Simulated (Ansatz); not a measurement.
# Tantalum, beta-Sn type under LDA: from relaxation to bulk modulus, part 1 of 2

Aim: take tantalum in the beta-Sn type structure, relax it, solve it on a dense k-mesh, switch on spin-orbit coupling, then scale the cell to 7 volumes from 88 to 112 % of the relaxed one and try a fit of the equation of state. The k-meshes are 13×13×9 for the relaxation; 21×21×20 for the dense run; 13×13×12 for spin-orbit coupling; 15×15×14 for the volumes.

Method: DFT LDA (PW92), plane waves (420 eV) with PAW, scalar-relativistic; the PAW data stem from PBE, with regenerated cores, in Ansatz 0.2.0.

## (1) The structure to begin with

The structure is tetragonal, space group I4_1/amd (No. 141). The conventional cell has a = 5.179 Å, b = 5.179 Å, c = 2.828 Å, α = 90.00°, β = 90.00°, γ = 90.00°. Ta (site symmetry -4m2) is surrounded by 6 Ta at 2.68 to 2.83 Å.

Structure file:

```xyz
2
Lattice="-2.5897 2.5897 1.4140 2.5897 -2.5897 1.4140 2.5897 2.5897 -1.4140" Properties=species:S:1:pos:R:3 pbc="T T T"
Ta    0.0000    0.0000    0.0000
Ta    0.0000    2.5897    0.7070
```

## (2) Geometry optimisation

Contents of input.yaml:

```yaml
crystal:
  lattice:
    - [-2.5897358194, 2.5897358194, 1.4139957574]
    - [2.5897358194, -2.5897358194, 1.4139957574]
    - [2.5897358194, 2.5897358194, -1.4139957574]
  atoms:
    - { symbol: Ta, position: [0.0, 0.0, 0.0] }
    - { symbol: Ta, position: [0.75, 0.25, 0.5] }
hamiltonian:
  xc: lda
  pseudopotentials:
    kind: paw
    azcp:
      Ta: "pseudopotentials/Ta.paw.azcp"
basis:
  ecutwfc: 420
  fft_grid_basis: typed
kpoints:
  mp_grid: { grid: [13, 13, 9], shift: [0, 0, 0] }
magnetization:
  spin_polarized: false
scf:
  occupations: { method: fermi_dirac, width: 0.1 }
relax:
  max_steps: 60
  f_tol: 0.01
  cell: {}
```

Launch:

```
ansatz run input.yaml --threads 2 --pin off --max-ram 5120MiB --backend cpu --events-out ev --progress --plain --runs-dir out
```

Log:

```text
Warning: <dir> the record states the generating functional pbe (its physics header spells it `PBE`), which answers neither for hamiltonian.xc's functional nor for the lda family's — results may be inconsistent (PPs are generated against a specific XC)
Warning: crystal.symmetry: narrowed to the stabiliser of the k-point mesh — unitary ops 16 → 4; excluded 12 operations that carry a point of the 13×13×9 mesh (shift [0, 0, 0]) off the mesh (the run samples exactly the mesh kpoints.mp_grid names, as under crystal.symmetry.detect: false, and its converged state has the mesh's symmetry, not the crystal's; ε∞, the Born charges and the force constants of a linear response (`dielectric:` by the response, `phonons.method: dfpt`) are averaged over those of the crystal's operations that the state keeps within a tolerance, where `mesh_tensors`, `unaveraged_element` or `gamma_mean_max_change_ev_ang2` stands beside them; a row that `dielectric.field_direction` solves alone is averaged likewise, with nothing beside; a Γ-centred mesh of equal divisions is mapped onto itself by every operation and keeps the whole group, as does a half-shifted one under kpoints.further_shifts: images)
Warning: RAYON_NUM_THREADS=2 ignored (pool sized by the plan → 2); use --threads N
Engine: ansatz 0.2.0, aarch64-unknown-linux-gnu
Pseudopotentials: kind: paw
Pseudopotential: Ta, paw, valence charge 13, recommended cutoff 420 eV (normal), <dir>
Functional definition: SPW92
  exchange = slater_x
  correlation = pw_c
Crystal: 2 atoms, lattice volume = 37.933 Å³
Basis set: ecut = 420 eV, 749 PW (Γ)
Bands: 17, of which v1, the nominal top of the filled ones, is band 13 counted from 1 (12 counted from 0)
Symmetry: 4 space group operations
k-points: 413 of 1521
Non-local potential: Ta, projectors of the file, l = 0: 3, l = 1: 2, l = 2: 2, l = 3: 1
PAW form: soft (Blöchl's): semilocal exchange-correlation on the pseudo side does not see the compensation charge
PAW frozen core: Ta, regenerated for the run's functional, and the local potential with it (the file was generated under x = pbe(κ = 0.804, μ = 0.2195149727645171), c = pbe(β = 0.06672455060314922))
PAW one-centre angular grid: Ta, 590 points (default); XC on 64 Gauss nodes
Initial density: superposition of atomic densities (neutral atoms: chi_scale 0, normalization atom), corrected by the library's trained network
Initial wavefunctions: pseudopotential atomic-orbital guess
Functional: x = slater, c = lda
SCF iter   1: F=—  HF=-19363.689793 eV  |F-HF|=—  |Δ(HF+E_count)|=         —  Δρ=8.20e-3  dr2=2.01e-2  ethr=1.77e-3  ⟨swp⟩=5.3  Hψ=32135  notcnv=0
preconditioner: auto → Kerker (q_TF=auto, 2.562 Å⁻¹)  [metal: Δε(μ)=0.002 eV  Ē_g=4.529 eV  σ=0.100 eV  W_gap=0.01  n_scr=16 (ndim 8)  ℏωp=19.1 eV  f_vac=0.000  D(μ)=2.13/eV (n_scr^D=16)]
SCF iter   2: F=—  HF=-19363.685696 eV  |F-HF|=—  |Δ(HF+E_count)|=   4.10e-3  Δρ=4.90e-3  dr2=7.79e-3  ethr=7.72e-5  ⟨swp⟩=1.2  Hψ=10539  notcnv=0
SCF iter   3: F=—  HF=-19363.683087 eV  |F-HF|=—  |Δ(HF+E_count)|=   2.61e-3  Δρ=5.25e-4  dr2=6.41e-5  ethr=2.99e-5  ⟨swp⟩=2.0  Hψ=9115  notcnv=0
SCF iter   4: F=—  HF=-19363.683072 eV  |F-HF|=—  |Δ(HF+E_count)|=   1.54e-5  Δρ=1.01e-4  dr2=1.95e-6  ethr=2.47e-7  ⟨swp⟩=2.5  Hψ=10937  notcnv=0
iter 5 did not close the SCF: its close was put off for the readings that it lacked (scf_convergence_deferred on its scf_iter line)
SCF iter   5: F=-19363.683072 eV  HF=-19363.683072 eV  |F-HF|=1.82e-8  |Δ(HF+E_count)|=   5.51e-8  Δρ=2.12e-5  dr2=9.82e-8  ethr=7.50e-9  ⟨swp⟩=1.6  Hψ=9167  notcnv=0
SCF iter   6: F=-19363.683072 eV  HF=-19363.683072 eV  |F-HF|=3.17e-10  |Δ(HF+E_count)|=   7.24e-9  Δρ=2.81e-6  dr2=1.73e-9  ethr=3.78e-10  ⟨swp⟩=2.5  Hψ=24330  notcnv=0
SCF 1 converged in 6 iterations: F = -19363.683072 eV  dr2 = 1.73e-9
relax step   1: F+E_penalty+E_count = -19363.68307155 eV  Δ(F+E_penalty+E_count) = +0.000e0 eV  max|allowed force component| = 2.841e-4 eV/Å  Δτ_max = 0.0000 Å  P = -4.798 GPa  Ω = 37.933 Å³  (6 SCF iters, dr2 threshold 1.00e-7 eV, accepted)
Crystal: 2 atoms, lattice volume = 35.159 Å³
Basis set: ecut = 420 eV, 693 PW (Γ)
Initial density: handed on by an earlier stage of this run
Initial wavefunctions: those handed on with the density
iter 1 solved again at ethr=3.48e-5 eV; its pass at ethr=3.10e-3 eV (dr2=9.06e-3 eV) is discarded
SCF iter   1: F=—  HF=-19363.655580 eV  |F-HF|=—  |Δ(HF+E_count)|=         —  Δρ=5.11e-3  dr2=9.47e-3  ethr=3.48e-5  ⟨swp⟩=1.6  Hψ=47708  notcnv=0
preconditioner: auto → none  [metal: Δε(μ)=0.002 eV  Ē_g=4.912 eV  σ=0.100 eV  W_gap=0.00  n_scr=8 (ndim 8)  ℏωp=19.8 eV  f_vac=0.000  D(μ)=1.92/eV (n_scr^D=16)]
SCF iter   2: F=—  HF=-19363.652810 eV  |F-HF|=—  |Δ(HF+E_count)|=   2.77e-3  Δρ=1.74e-3  dr2=6.75e-4  ethr=3.48e-5  ⟨swp⟩=2.2  Hψ=8804  notcnv=0
SCF iter   3: F=—  HF=-19363.652873 eV  |F-HF|=—  |Δ(HF+E_count)|=   6.26e-5  Δρ=3.70e-4  dr2=1.43e-5  ethr=2.60e-6  ⟨swp⟩=2.0  Hψ=8962  notcnv=0
SCF iter   4: F=—  HF=-19363.652895 eV  |F-HF|=—  |Δ(HF+E_count)|=   2.22e-5  Δρ=2.43e-5  dr2=1.83e-7  ethr=5.50e-8  ⟨swp⟩=2.6  Hψ=12168  notcnv=0
iter 5 did not close the SCF: its close was put off for the readings that it lacked (scf_convergence_deferred on its scf_iter line)
SCF iter   5: F=-19363.652895 eV  HF=-19363.652895 eV  |F-HF|=6.08e-10  |Δ(HF+E_count)|=   5.35e-8  Δρ=4.75e-6  dr2=3.66e-9  ethr=7.04e-10  ⟨swp⟩=2.0  Hψ=11663  notcnv=0
SCF iter   6: F=-19363.652895 eV  HF=-19363.652895 eV  |F-HF|=1.34e-9  |Δ(HF+E_count)|=   1.84e-9  Δρ=1.42e-6  dr2=1.62e-9  ethr=1.41e-11  ⟨swp⟩=1.9  Hψ=22101  notcnv=0
SCF 2 converged in 6 iterations: F = -19363.652895 eV  dr2 = 1.62e-9
relax step   2: F+E_penalty+E_count = -19363.65289484 eV  Δ(F+E_penalty+E_count) = +3.018e-2 eV  max|allowed force component| = 5.683e-4 eV/Å  Δτ_max = 0.0001 Å  P = +9.869 GPa  Ω = 35.159 Å³  energy of the carried Pulay correction = +6.690e-4 eV  (6 SCF iters, dr2 threshold 2.00e-7 eV, rejected (line search))
Crystal: 2 atoms, lattice volume = 36.945 Å³
Basis set: ecut = 420 eV, 733 PW (Γ)
iter 1 solved again at ethr=1.38e-5 eV; its pass at ethr=3.10e-3 eV (dr2=3.59e-3 eV) is discarded
SCF iter   1: F=—  HF=-19363.707824 eV  |F-HF|=—  |Δ(HF+E_count)|=         —  Δρ=3.01e-3  dr2=3.56e-3  ethr=1.38e-5  ⟨swp⟩=1.5  Hψ=49831  notcnv=0
preconditioner: auto → Kerker (q_TF=auto, 2.573 Å⁻¹)  [metal: Δε(μ)=0.008 eV  Ē_g=4.676 eV  σ=0.100 eV  W_gap=0.02  n_scr=16 (ndim 8)  ℏωp=19.3 eV  f_vac=0.000  D(μ)=2.04/eV (n_scr^D=16)]
SCF iter   2: F=—  HF=-19363.707358 eV  |F-HF|=—  |Δ(HF+E_count)|=   4.66e-4  Δρ=1.81e-3  dr2=1.35e-3  ethr=1.37e-5  ⟨swp⟩=1.0  Hψ=7021  notcnv=0
SCF iter   3: F=—  HF=-19363.706938 eV  |F-HF|=—  |Δ(HF+E_count)|=   4.19e-4  Δρ=2.02e-4  dr2=1.38e-5  ethr=5.19e-6  ⟨swp⟩=2.0  Hψ=9032  notcnv=0
SCF iter   4: F=—  HF=-19363.706938 eV  |F-HF|=—  |Δ(HF+E_count)|=   8.93e-7  Δρ=3.74e-5  dr2=2.80e-7  ethr=5.30e-8  ⟨swp⟩=2.2  Hψ=9851  notcnv=0
SCF iter   5: F=—  HF=-19363.706937 eV  |F-HF|=—  |Δ(HF+E_count)|=   1.61e-7  Δρ=5.88e-6  dr2=8.10e-9  ethr=1.08e-9  ⟨swp⟩=1.4  Hψ=8257  notcnv=0
SCF iter   6: F=—  HF=-19363.706937 eV  |F-HF|=—  |Δ(HF+E_count)|=   1.08e-9  Δρ=5.99e-7  dr2=5.19e-11  ethr=3.12e-11  ⟨swp⟩=1.6  Hψ=8193  notcnv=0
SCF iter   7: F=-19363.706937 eV  HF=-19363.706937 eV  |F-HF|=1.82e-11  |Δ(HF+E_count)|=  3.64e-11  Δρ=7.76e-8  dr2=1.12e-12  ethr=1.00e-12  ⟨swp⟩=5.6  Hψ=29917  notcnv=0
SCF 3 converged in 7 iterations: F = -19363.706937 eV  dr2 = 1.12e-12
relax step   3: F+E_penalty+E_count = -19363.70693734 eV  Δ(F+E_penalty+E_count) = -2.387e-2 eV  max|allowed force component| = 2.241e-3 eV/Å  Δτ_max = 0.0003 Å  P = -0.204 GPa  Ω = 36.945 Å³  energy of the carried Pulay correction = +2.330e-4 eV  (7 SCF iters, accepted)
[... from here on, the SCF cycles and remarks between the steps are left out ...]
relax step   4: F+E_penalty+E_count = -19363.74636182 eV  Δ(F+E_penalty+E_count) = -3.942e-2 eV  max|allowed force component| = 5.136e-3 eV/Å  Δτ_max = 0.0014 Å  P = +0.265 GPa  Ω = 36.785 Å³  energy of the carried Pulay correction = +2.718e-4 eV  (6 SCF iters, dr2 threshold 2.00e-7 eV, accepted)
relax step   5: F+E_penalty+E_count = -19363.90583796 eV  Δ(F+E_penalty+E_count) = -1.595e-1 eV  max|allowed force component| = 2.050e-3 eV/Å  Δτ_max = 0.0002 Å  P = +0.348 GPa  Ω = 36.464 Å³  energy of the carried Pulay correction = +3.491e-4 eV  (6 SCF iters, dr2 threshold 2.00e-7 eV, accepted)
relax step   6: F+E_penalty+E_count = -19364.21121574 eV  Δ(F+E_penalty+E_count) = -3.054e-1 eV  max|allowed force component| = 4.532e-3 eV/Å  Δτ_max = 0.0000 Å  P = +0.239 GPa  Ω = 35.933 Å³  energy of the carried Pulay correction = +4.781e-4 eV  (6 SCF iters, dr2 threshold 2.00e-7 eV, accepted)
relax step   7: F+E_penalty+E_count = -19364.49443478 eV  Δ(F+E_penalty+E_count) = -2.832e-1 eV  max|allowed force component| = 2.576e-3 eV/Å  Δτ_max = 0.0003 Å  P = +1.956 GPa  Ω = 35.120 Å³  energy of the carried Pulay correction = +6.788e-4 eV  (6 SCF iters, dr2 threshold 2.00e-7 eV, accepted)
relax step   8: F+E_penalty+E_count = -19364.69360006 eV  Δ(F+E_penalty+E_count) = -1.992e-1 eV  max|allowed force component| = 4.017e-3 eV/Å  Δτ_max = 0.0008 Å  P = +4.232 GPa  Ω = 34.464 Å³  energy of the carried Pulay correction = +8.451e-4 eV  (6 SCF iters, dr2 threshold 2.00e-7 eV, accepted)
relax step   9: F+E_penalty+E_count = -19364.82474612 eV  Δ(F+E_penalty+E_count) = -1.311e-1 eV  max|allowed force component| = 7.179e-4 eV/Å  Δτ_max = 0.0009 Å  P = +3.575 GPa  Ω = 34.490 Å³  energy of the carried Pulay correction = +8.406e-4 eV  (7 SCF iters, dr2 threshold 2.00e-7 eV, accepted)
relax step  10: F+E_penalty+E_count = -19364.90884003 eV  Δ(F+E_penalty+E_count) = -8.409e-2 eV  max|allowed force component| = 6.846e-3 eV/Å  Δτ_max = 0.0001 Å  P = +2.561 GPa  Ω = 34.562 Å³  energy of the carried Pulay correction = +8.246e-4 eV  (6 SCF iters, dr2 threshold 2.00e-7 eV, accepted)
relax step  11: F+E_penalty+E_count = -19364.91926247 eV  Δ(F+E_penalty+E_count) = -1.042e-2 eV  max|allowed force component| = 4.818e-3 eV/Å  Δτ_max = 0.0003 Å  P = -0.525 GPa  Ω = 35.007 Å³  energy of the carried Pulay correction = +7.140e-4 eV  (6 SCF iters, dr2 threshold 2.00e-7 eV, accepted)
relax step  12: F+E_penalty+E_count = -19364.92011820 eV  Δ(F+E_penalty+E_count) = -8.557e-4 eV  max|allowed force component| = 1.418e-2 eV/Å  Δτ_max = 0.0007 Å  P = -0.311 GPa  Ω = 35.000 Å³  energy of the carried Pulay correction = +7.147e-4 eV  (6 SCF iters, dr2 threshold 2.00e-7 eV, accepted)
relax step  13: F+E_penalty+E_count = -19364.92022868 eV  Δ(F+E_penalty+E_count) = -1.105e-4 eV  max|allowed force component| = 4.131e-4 eV/Å  Δτ_max = 0.0006 Å  P = +0.281 GPa  Ω = 34.900 Å³  energy of the carried Pulay correction = +7.399e-4 eV  (6 SCF iters, dr2 threshold 2.00e-7 eV, accepted)
relax step  14: F+E_penalty+E_count = -19364.92027161 eV  Δ(F+E_penalty+E_count) = -4.293e-5 eV  max|allowed force component| = 2.276e-4 eV/Å  Δτ_max = 0.0000 Å  P = -0.001 GPa  Ω = 34.944 Å³  energy of the carried Pulay correction = +7.289e-4 eV  (6 SCF iters, dr2 threshold 2.00e-7 eV, accepted)
relax step  15: F+E_penalty+E_count = -19364.94590068 eV  Δ(F+E_penalty+E_count) = -2.563e-2 eV  max|allowed force component| = 1.691e-4 eV/Å  Δτ_max = 0.0000 Å  P = +0.916 GPa  Ω = 34.944 Å³  stress off target by 2.64e0 GPa  SCF on the basis re-selected at this cell (its energy is not comparable with the rows above)  (7 SCF iters)
relax step  16: F+E_penalty+E_count = -19364.94906962 eV  Δ(F+E_penalty+E_count) = -3.169e-3 eV  max|allowed force component| = 2.224e-3 eV/Å  Δτ_max = 0.0000 Å  P = +0.236 GPa  Ω = 35.068 Å³  energy of the carried Pulay correction = -3.191e-5 eV  (6 SCF iters, dr2 threshold 2.00e-7 eV, accepted)
relax step  17: F+E_penalty+E_count = -19364.94932235 eV  Δ(F+E_penalty+E_count) = -2.527e-4 eV  max|allowed force component| = 8.175e-4 eV/Å  Δτ_max = 0.0001 Å  P = -0.062 GPa  Ω = 35.131 Å³  energy of the carried Pulay correction = -4.758e-5 eV  (6 SCF iters, dr2 threshold 2.00e-7 eV, accepted)
relax step  18: F+E_penalty+E_count = -19364.94935273 eV  Δ(F+E_penalty+E_count) = -3.038e-5 eV  max|allowed force component| = 3.200e-4 eV/Å  Δτ_max = 0.0001 Å  P = -0.007 GPa  Ω = 35.120 Å³  energy of the carried Pulay correction = -4.482e-5 eV  (6 SCF iters, dr2 threshold 1.30e-7 eV, accepted)
iter 1 solved again at ethr=1.01e-7 eV; its pass at ethr=3.10e-3 eV (dr2=2.63e-5 eV) is discarded
SCF iter   1: F=—  HF=-19364.949410 eV  |F-HF|=—  |Δ(HF+E_count)|=         —  Δρ=8.31e-5  dr2=5.90e-8  ethr=1.01e-7  ⟨swp⟩=3.0  Hψ=48400  notcnv=0
preconditioner: auto → none  [metal: Δε(μ)=0.003 eV  Ē_g=4.938 eV  σ=0.100 eV  W_gap=0.01  n_scr=6 (ndim 8)  ℏωp=19.8 eV  f_vac=0.000  D(μ)=2.21/eV (n_scr^D=26)]
SCF iter   2: F=—  HF=-19364.949412 eV  |F-HF|=—  |Δ(HF+E_count)|=   1.21e-6  Δρ=4.15e-5  dr2=1.46e-8  ethr=2.27e-10  ⟨swp⟩=2.4  Hψ=11993  notcnv=0
SCF iter   3: F=—  HF=-19364.949412 eV  |F-HF|=—  |Δ(HF+E_count)|=   2.61e-7  Δρ=4.56e-7  dr2=5.44e-11  ethr=5.62e-11  ⟨swp⟩=1.0  Hψ=7021  notcnv=0
iter 4 did not close the SCF: its close was put off for the readings that it lacked (scf_convergence_deferred on its scf_iter line)
SCF iter   4: F=-19364.949412 eV  HF=-19364.949412 eV  |F-HF|=1.82e-11  |Δ(HF+E_count)|=  7.28e-12  Δρ=1.39e-7  dr2=7.40e-12  ethr=1.00e-12  ⟨swp⟩=1.9  Hψ=8477  notcnv=0
iter 5 did not close the SCF: its close was put off for the readings that it lacked (scf_convergence_deferred on its scf_iter line)
SCF iter   5: F=-19364.949412 eV  HF=-19364.949412 eV  |F-HF|=2.18e-11  |Δ(HF+E_count)|=  1.09e-11  Δρ=8.67e-8  dr2=8.28e-12  ethr=1.00e-12  ⟨swp⟩=1.0  Hψ=7021  notcnv=0
iter 6 did not close the SCF: its close was put off for the readings that it lacked (scf_convergence_deferred on its scf_iter line)
SCF iter   6: F=-19364.949412 eV  HF=-19364.949412 eV  |F-HF|=1.09e-11  |Δ(HF+E_count)|=  7.28e-12  Δρ=1.86e-8  dr2=1.34e-13  ethr=1.00e-12  ⟨swp⟩=1.0  Hψ=7021  notcnv=0
iter 7 did not close the SCF: its close was put off for the readings that it lacked (scf_convergence_deferred on its scf_iter line)
SCF iter   7: F=-19364.949412 eV  HF=-19364.949412 eV  |F-HF|=3.64e-12  |Δ(HF+E_count)|=  7.28e-12  Δρ=8.00e-9  dr2=1.02e-13  ethr=1.00e-12  ⟨swp⟩=1.0  Hψ=7021  notcnv=0
SCF iter   8: F=-19364.949412 eV  HF=-19364.949412 eV  |F-HF|=3.64e-12  |Δ(HF+E_count)|=  1.09e-11  Δρ=2.06e-9  dr2=4.52e-15  ethr=1.00e-12  ⟨swp⟩=3.2  Hψ=22612  notcnv=0
SCF 19 converged in 8 iterations: F = -19364.949412 eV  dr2 = 4.52e-15
relax step  19: F+E_penalty+E_count = -19364.94941190 eV  Δ(F+E_penalty+E_count) = -5.917e-5 eV  max|allowed force component| = 3.174e-4 eV/Å  Δτ_max = 0.0000 Å  P = -0.005 GPa  Ω = 35.120 Å³  stress off target by 1.15e-2 GPa  SCF on the basis re-selected at this cell (its energy is not comparable with the rows above)  (8 SCF iters)
basis re-selected at this cell: Δ(F+E_penalty+E_count) = -5.917e-5 eV, ΔP = +0.002 GPa vs the last step (what re-selecting the basis moved, of the pressure what is left beyond the Pulay correction that the steps carried, after the strain that the cell walked since its last selection, with what the two solves' SCF thresholds leave and, on support functions, any second-order correction that the steps lacked; it is no measure of the basis error at this ecutwfc). This SCF's stress stands 1.15e-2 GPa from its target on what of the cell is left free (relax.cell.stress_tol is 5.00e-2 GPa) and its largest allowed force component is 3.17e-4 eV/Å (relax.f_tol is 1.00e-2 eV/Å): within both
SCF converged after 8 iterations
Free energy (F): -19364.949412 eV
Harris-Foulkes:  -19364.949412 eV  (|F-HF|=3.64e-12)
Internal energy: -19364.877445 eV  (E = F + TS)
E sigma→0 (E₀):  -19364.913428 eV
Entropy (-TS):   -0.071967 eV (-35.984 meV/atom)
Fermi energy:    19.071357 eV
--- Per-component energies (eV) ---
  E_band       = -200.569387
  E_kinetic    = 735.178728
  E_local      = -1085.693500  (includes V_loc(G=0)·N_el)
  E_nonlocal   = 42.059984
  E_hartree    = 376.775496
  E_xc         = -434.439243
  E_vxc        = -409.123677  (∫ρ·V_xc dr)
  E_paw        = -16298.219093  (= ΣΔE_a)
  E_vpaw       = -236.542189  (= ΣTr[D̂ρ^β])
  E_aug_tail   = 0.000275  (compensation charges beyond the density's cutoff)
  E_ewald      = -2701.057898
  E_core_change = 0.517806  (= ΣΔE_core)
  E_smearing   = -0.071967  (= −TS)
  E_closure    = -0.000000  (closes the sum)
  Σ components = -19364.949412   (vs F -19364.949412, Δ=0.00e0)
--- Forces (eV/Å), atoms counted from 1 ---
  atom   1  Ta    -0.00031739     0.00031739     0.00000000
  atom   2  Ta     0.00031739    -0.00031739    -0.00000000
  max |Σ_I F_I| component: 0.00e0 eV/Å
--- Stress (GPa, compression-positive) ---
       -0.008793      -0.002672      -0.000626
       -0.002672      -0.008793      -0.000626
       -0.000626      -0.000626       0.001876
  P = ⅓ Tr σ = -0.0052 GPa (-0.052 kbar)
--- Relaxed structure (17 steps of the walk, 16 accepted, 2 SCFs on fresh bases) ---
  F+E_penalty+E_count = -19364.94941190 eV   max|allowed force component| = 3.174e-4 eV/Å   (the final SCF, on the basis selected at the relaxed cell)
  cell:  # Å, volume = 35.1205 Å³
    - [-3.440426786723558, 3.4422315261101097, 1.3991432955996406]
    - [3.4422315261101097, -3.440426786723558, 1.3991432955996406]
    - [1.8226254150213306, 1.8226254150213306, -1.3958379121078048]
  atoms:
    - { symbol: Ta, position: [-1.0549473031157091e-5, 1.0549473031157091e-5, -2.340457512993964e-27] }
    - { symbol: Ta, position: [0.7500105494730311, 0.2499894505269688, 0.4999999999999999] }
```

Wall time 2.2 min (2 threads of Arm Neoverse V1, shared host); peak memory 0.5 GiB.

The walk, from the log:

| step | energy change (meV/atom) | largest force (eV/Å) | pressure (GPa) | volume (Å³/atom) | accepted |
| --- | --- | --- | --- | --- | --- |
| 1 | 0.00 | 0.0003 | -4.80 | 18.967 | yes |
| 2 | 15.09 | 0.0006 | 9.87 | 17.579 | no |
| 3 | -11.93 | 0.0022 | -0.20 | 18.473 | yes |
| 4 | -31.65 | 0.0051 | 0.27 | 18.393 | yes |
| 5 | -111.38 | 0.0020 | 0.35 | 18.232 | yes |
| 6 | -264.07 | 0.0045 | 0.24 | 17.967 | yes |
| 7 | -405.68 | 0.0026 | 1.96 | 17.560 | yes |
| 8 | -505.26 | 0.0040 | 4.23 | 17.232 | yes |
| 9 | -570.84 | 0.0007 | 3.57 | 17.245 | yes |
| 10 | -612.88 | 0.0068 | 2.56 | 17.281 | yes |
| 11 | -618.10 | 0.0048 | -0.52 | 17.504 | yes |
| 12 | -618.52 | 0.0142 | -0.31 | 17.500 | yes |
| 13 | -618.58 | 0.0004 | 0.28 | 17.450 | yes |
| 14 | -618.60 | 0.0002 | 0.00 | 17.472 | yes |
| 15 | -631.41 | 0.0002 | 0.92 | 17.472 | yes |
| 16 | -633.00 | 0.0022 | 0.24 | 17.534 | yes |
| 17 | -633.13 | 0.0008 | -0.06 | 17.566 | yes |
| 18 | -633.14 | 0.0003 | -0.01 | 17.560 | yes |
| 19 | -633.17 | 0.0003 | -0.01 | 17.560 | yes |

Steps that repeat a cell are solved on a basis chosen anew, so their changes of energy are no gain of the relaxation.

Changes in the cell that was computed:

|  | before | after | change |
| --- | --- | --- | --- |
| a (Å) | 3.926 | 5.064 | +29.0 % |
| b (Å) | 3.926 | 5.064 | +29.0 % |
| c (Å) | 3.926 | 2.931 | -25.3 % |
| α (°) | 97.45 | 97.55 | +0.1 % |
| β (°) | 97.45 | 97.55 | +0.1 % |
| γ (°) | 137.78 | 147.92 | +7.4 % |
| volume (Å³/atom) | 18.967 | 17.560 | -7.4 % |
| shortest distance (Å) | 2.685 | 2.798 | +4.2 % |
| space group (spins left aside) | I4_1/amd | Fddd | changed |

(Continued in part 2 of 2.)
